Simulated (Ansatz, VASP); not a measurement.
# SiGe2 in two plane-wave programs, part 2 of 2

Wanted: the spread between two codes on one cell, functional and k mesh. The cell is generated by rule, not measured, and may not be a known phase. The cell is taken from a series of runs on this material, whose earlier steps may have relaxed, scaled, displaced or heated it; both programs get it as it stands.

VASP 6.6.1 and Ansatz 0.2.0.

So far: The starting structure; VASP: single point, r2SCAN.

The structure was built from a prototype and need not be the compound's stable phase.

### 3. Ansatz: single point, r2SCAN

Level of this step: Ansatz beside VASP: Kohn-Sham DFT, plane waves, r2SCAN (Ansatz).

Ansatz runs on its default PAW (the set named soft_2) files.

The same cell, functional, mesh and smearing now go to Ansatz, which takes its cutoff from its data sets.

input.yaml reads:

```yaml
crystal:
  lattice:
    - [5.2880224348, 5.2880224348, 0.0]
    - [5.2880224348, 0.0, 5.2880224348]
    - [5.2880224348, 0.0, -5.2880224348]
  atoms:
    - { symbol: Si, position: [0.0, 0.5333747156, 0.5] }
    - { symbol: Si, position: [0.0, -0.0333747156, 1.0] }
    - { symbol: Si, position: [0.5, 0.2166252844, 0.75] }
    - { symbol: Si, position: [0.5, 0.7833747156, 0.25] }
    - { symbol: Ge, position: [0.1968913616, 0.1586190358, 0.9015543192] }
    - { symbol: Ge, position: [0.3031086384, 0.5913809642, 0.3484456808] }
    - { symbol: Ge, position: [0.75, 0.1851733551, 0.875] }
    - { symbol: Ge, position: [0.75, 0.5648266449, 0.375] }
    - { symbol: Ge, position: [0.3031086384, 0.6055103974, 0.8484456808] }
    - { symbol: Ge, position: [0.1968913616, 0.1444896026, 0.4015543192] }
    - { symbol: Ge, position: [0.75, 0.1851733551, 0.375] }
    - { symbol: Ge, position: [0.75, 0.5648266449, 0.875] }
kpoints:
  mp_grid: { grid: [8, 8, 8] }
hamiltonian:
  xc: r2scan
scf:
  occupations: { method: methfessel_paxton, width: 0.2 }
output:
  forces: true
  stress: true
  eigenvalues: true
```

The run is started by

```
$ ansatz run input.yaml --threads 8 --pin off --max-ram 14336MiB --backend cpu --events-out ev --progress --plain --runs-dir out
```

Numbers of over 12 decimals in the logs are rounded to 6 here.

What it wrote:

```text
Engine: ansatz 0.2.0, aarch64-unknown-linux-gnu
Pseudopotentials: kind: paw
Pseudopotential: Si, paw, valence charge 4, recommended cutoff 500 eV (meta_gga), Si.paw.azcp
Pseudopotential: Ge, paw, valence charge 14, recommended cutoff 500 eV (meta_gga), Ge.paw.azcp
Functional definition: r2SCAN
  parameter k0 = 0.174
  parameter k1 = 0.065
  parameter a1 = 4.9479
  exchange = r2scan_x(k0 = k0, k1 = k1, a1 = a1)
  correlation = r2scan_c
Crystal: 12 atoms, lattice volume = 295.740 Å³
Basis set: ecut = 500 eV, 7583 PW (Γ), exchange–correlation on 240×240×240 points (64 copies of the dense FFT grid, shifted against one another)
Bands: 77, of which v1, the nominal top of the filled ones, is band 64 counted from 1 (63 counted from 0)
Symmetry: 8 space group operations
Space group: Ibam (ITA 72), of the structure as read, at distance tolerance 6.7e-5 Å
k-points: 95 of 512
Non-local potential: Si, projectors of the file, l = 0: 2, l = 1: 2, l = 2: 2
Non-local potential: Ge, projectors of the file, l = 0: 2, l = 1: 2, l = 2: 3, l = 3: 1
PAW form: soft (Blöchl's): semilocal exchange-correlation on the pseudo side does not see the compensation charge
PAW frozen core: Si, regenerated for the run's functional (the file was generated under x = pbe(κ = 0.804, μ = 0.219515), c = pbe(β = 0.066725))
PAW frozen core: Ge, regenerated for the run's functional (the file was generated under x = pbe(κ = 0.804, μ = 0.219515), c = pbe(β = 0.066725))
PAW one-centre angular grid: Si, 302 points (default); XC on 160 Gauss nodes
PAW one-centre angular grid: Ge, 590 points (default); XC on 160 Gauss nodes
Initial density: superposition of atomic densities (neutral atoms: chi_scale 0, normalization atom), corrected by the library's trained network
Initial wavefunctions: pseudopotential atomic-orbital guess
Functional: x = r2scan, c = r2scan; τ floored in thin density (d = 2e-4 eV/Å³)
SCF iter   1: F=—  HF=-36970.117938 eV  |F-HF|=—  |Δ(HF+E_count)|=         —  Δρ=7.58e-3  dr2=2.38e-1  dr2_τ=2.65e-2  ethr=1.77e-3  ⟨swp⟩=6.7  Hψ=27802  notcnv=0
preconditioner: auto → Kerker (q_TF=auto, 2.373 Å⁻¹)  [metal: Δε(μ)=0.005 eV  Ē_g=7.580 eV  σ=0.200 eV  W_gap=0.02  n_scr=58 (ndim 8)  ℏωp=15.0 eV  f_vac=0.010  D(μ)=5.24/eV (n_scr^D=26)]
SCF iter   2: F=—  HF=-36970.148442 eV  |F-HF|=—  |Δ(HF+E_count)|=   3.05e-2  S|Δr|=    0.00e0  Δρ=3.81e-3  dr2=7.41e-2  dr2_τ=1.96e-4  ethr=1.86e-4  ⟨swp⟩=2.0  Hψ=14535  notcnv=0
SCF iter   3: F=—  HF=-36970.137426 eV  |F-HF|=—  |Δ(HF+E_count)|=   1.10e-2  S|Δr|=    0.00e0  Δρ=1.85e-3  dr2=1.65e-2  dr2_τ=1.04e-4  ethr=5.79e-5  ⟨swp⟩=2.0  Hψ=8365  notcnv=0
SCF iter   4: F=—  HF=-36970.134121 eV  |F-HF|=—  |Δ(HF+E_count)|=   3.31e-3  S|Δr|=    0.00e0  Δρ=3.46e-4  dr2=6.75e-4  dr2_τ=2.17e-6  ethr=1.29e-5  ⟨swp⟩=2.0  Hψ=9092  notcnv=0
SCF iter   5: F=—  HF=-36970.134238 eV  |F-HF|=—  |Δ(HF+E_count)|=   1.17e-4  S|Δr|=    0.00e0  Δρ=1.17e-4  dr2=1.15e-4  dr2_τ=5.07e-7  ethr=5.27e-7  ⟨swp⟩=2.0  Hψ=9323  notcnv=0
SCF iter   6: F=—  HF=-36970.134259 eV  |F-HF|=—  |Δ(HF+E_count)|=   2.06e-5  S|Δr|=    0.00e0  Δρ=4.05e-5  dr2=1.71e-5  dr2_τ=7.11e-8  ethr=8.97e-8  ⟨swp⟩=2.0  Hψ=9320  notcnv=0
SCF iter   7: F=—  HF=-36970.134231 eV  |F-HF|=—  |Δ(HF+E_count)|=   2.73e-5  S|Δr|=    0.00e0  Δρ=2.46e-5  dr2=3.08e-6  dr2_τ=2.01e-8  ethr=1.34e-8  ⟨swp⟩=2.0  Hψ=13241  notcnv=0  defer=21
SCF iter   8: F=—  HF=-36970.134230 eV  |F-HF|=—  |Δ(HF+E_count)|=   1.21e-6  S|Δr|=    0.00e0  Δρ=1.28e-5  dr2=9.68e-7  dr2_τ=3.69e-9  ethr=2.41e-9  ⟨swp⟩=2.0  Hψ=13138  notcnv=0  defer=25
SCF iter   9: F=-36970.134230 eV  HF=-36970.134230 eV  |F-HF|=4.67e-9  |Δ(HF+E_count)|=   2.23e-7  S|Δr|=    0.00e0  Δρ=2.96e-6  dr2=6.35e-8  dr2_τ=2.18e-10  ethr=7.81e-11  ⟨swp⟩=8.7  Hψ=35403  notcnv=0
SCF 1 converged in 9 iterations: F = -36970.134230 eV  dr2 = 6.35e-8
  greatest PAW one-centre occupation: 0.998 electrons in one spin orbital (limit 2), on the Ge atom at site 7 (counted from 0), in its partial waves of l = 2
SCF converged after 9 iterations
Stability not checked: this state was not tested for a lower state beside it, because cold or Methfessel-Paxton smearing, or corrected tetrahedra, fill the levels in a way that the test cannot read (fill_not_monotonic; see scf.lower_state_search)
Free energy (F): -36970.134230 eV
Harris-Foulkes:  -36970.134230 eV  (|F-HF|=4.67e-9)
Internal energy: -36970.130552 eV  (E = F + TS)
E sigma→0 (E₀):  -36970.133311 eV
Entropy (-TS):   -0.003678 eV (-0.307 meV/atom)
Fermi energy:    6.424022 eV
--- Per-component energies (eV) ---
  E_band       = -1477.180339
  E_kinetic    = 1032.621469
  E_local      = -21577.926855  (includes V_loc(G=0)·N_el)
  E_nonlocal   = 3442.137287
  E_hartree    = 9449.624683
  E_xc         = -749.122300
  E_vxc        = -730.239800  (∫ρ·V_xc dr)
  E_paw        = -18332.771276  (= ΣΔE_a)
  E_vpaw       = -2582.278938  (= ΣTr[D̂ρ^β])
  E_aug_tail   = 0.000139  (compensation charges beyond the density's cutoff)
  E_vtau       = 39.269458  (kinetic-family band-sum trace: ∫τ·v_τ [+ j·A + Jᵃ·Aᵃ] dr)
  E_ewald      = -10225.701842
  E_core_change = -8.991858  (= ΣΔE_core)
  E_smearing   = -0.003678  (= −TS)
  E_closure    = 0.000000  (closes the sum)
  Σ components = -36970.134230   (vs F -36970.134230, Δ=0.00e0)
--- Forces (eV/Å), atoms counted from 1 ---
  atom   1  Si    -0.34445173    -0.62165219    -0.34445173
  atom   2  Si     0.34445173    -0.62165219     0.34445173
  atom   3  Si     0.34445173     0.62165219     0.34445173
  atom   4  Si    -0.34445173     0.62165219    -0.34445173
  atom   5  Ge    -0.09427951    -1.68712657    -0.09427951
  atom   6  Ge     0.09427951     1.68712657     0.09427951
  atom   7  Ge     0.93749413     0.00000000     0.93749413
  atom   8  Ge    -0.93749413     0.00000000    -0.93749413
  atom   9  Ge    -0.09427951     1.68712657    -0.09427951
  atom  10  Ge     0.09427951    -1.68712657     0.09427951
  atom  11  Ge     0.93749413     0.00000000     0.93749413
  atom  12  Ge    -0.93749413     0.00000000    -0.93749413
  max |Σ_I F_I| component: 6.66e-16 eV/Å
--- Stress (GPa, compression-positive) ---
       -2.945149       0.000000       0.395435
        0.000000      -0.586715       0.000000
        0.395435       0.000000      -2.945149
  P = ⅓ Tr σ = -2.1590 GPa (-21.590 kbar)
--- Band table (eV; the first three rows and the last of 95) ---
  k-point 0: bands = [... 60 lower, 6.3757, 6.5210, 6.8338, 6.8431, 7.2381, 7.3418, 7.3891, 7.8896, ... 9 higher]
  k-point 1: bands = [... 60 lower, 6.0472, 6.4856, 6.7203, 6.9850, 7.1013, 7.3223, 7.8309, 7.8730, ... 9 higher]
  k-point 2: bands = [... 60 lower, 5.8155, 6.0360, 6.2136, 6.7957, 7.0572, 7.2630, 7.7438, 7.7502, ... 9 higher]
  k-point 94: bands = [... 60 lower, 4.6830, 4.7621, 5.7654, 6.0638, 6.6766, 6.7952, 7.5123, 7.5360, ... 9 higher]
```

The run ends at a pressure of -2.16 GPa, with forces up to 1.7 eV/Å.

### 4. Differences

Known differences besides the potentials themselves: VASP keeps PBE cores, Ansatz makes them for the functional; the cutoff is 500 eV in Ansatz and 550 eV in VASP. Total energies have different zeros and are not compared.

The two programs side by side:

```
      quantity  Ansatz   VASP  difference
pressure (GPa)   -2.16  -2.19       +0.03
```

Forces on 8 of the 12 atoms, those with the largest forces and the largest differences (eV/Å; atoms numbered as in POSCAR):

```
atom          Ansatz x, y, z            VASP x, y, z
 Ge5  -0.094, -1.687, -0.094  -0.096, -1.693, -0.096
 Ge6     0.094, 1.687, 0.094     0.096, 1.693, 0.096
 Ge7     0.937, 0.000, 0.937     0.942, 0.000, 0.942
 Ge8   -0.937, 0.000, -0.937   -0.942, 0.000, -0.942
 Ge9   -0.094, 1.687, -0.094   -0.096, 1.693, -0.096
Ge10    0.094, -1.687, 0.094    0.096, -1.693, 0.096
Ge11     0.937, 0.000, 0.937     0.942, 0.000, 0.942
Ge12   -0.937, 0.000, -0.937   -0.942, 0.000, -0.942
```

The forces differ by 3.4 meV/Å r.m.s., which is 0.4 % of the r.m.s. force of 0.766 eV/Å (both taken over all components).

### 5. Results

| Quantity | Value |
| --- | --- |
| r.m.s. force difference (single point, r2SCAN) | 0.44 % of the r.m.s. force |

In words: The r.m.s. force difference is 0.44 % of the r.m.s. force (single point, r2SCAN), within the 3 % picked in this series as the mark of a large difference. Such differences can come from data sets, numerical settings and the points named under the comparisons, not from the functional's error against experiment.

[Lines on the potential files, build, host, timing and source positions are cut from VASP's logs without a mark.]

[Logs are printed without paths, hosts, clocks, repeated set-up lines and the standing remarks that a program may print on its own settings, such as how far it seeks lower states.]

[Hosts, paths, dates, database ids (printed as entryN), source tags and the programs' standing remarks are cut or masked in the printed files.]
